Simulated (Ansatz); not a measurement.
Space group F-43m (No. 216). a = 6.214 Å, b = 6.214 Å, c = 6.214 Å, α = 90.00°, β = 90.00°, γ = 90.00°
```tsv
atom	site	symmetry	x	y	z
Ga	4a	-43m	0.0000	0.0000	0.0000
Sb	4d	-43m	0.2500	0.2500	0.7500
```

Equation of state of this GaSb structure (not necessarily the ground state), with shape and atoms relaxed at each volume where symmetry leaves them free. Method: DFT PBE, scalar-relativistic, plane waves, PAW (Ansatz 0.2.0).

Settings: cutoff 420 eV, Γ-centred mesh 12×12×12 on the computed 2-atom cell, Gaussian smearing of 0.10 eV; no spin polarisation.

| V (Å³/atom) | E − E(largest V) (meV/atom) | P (GPa) | gap on mesh (eV) |
| --- | --- | --- | --- |
| 28.192 | 3.44 | 3.20 | 0.14 |
| 29.091 | -9.51 | 1.47 | 0.00 |
| 29.991 | -13.50 | 0.00 | 0.00 |
| 30.891 | -9.92 | -1.23 | 0.00 |
| 31.790 | 0.00 | -2.27 | 0.00 |

Q: Fit a third-order Birch–Murnaghan equation to E(V).

A: V0 = 29.99 Å³/atom, B0 = 45 GPa, B0' = 4.7.

Spin-orbit coupling is left out, which matters for the bands of heavy elements.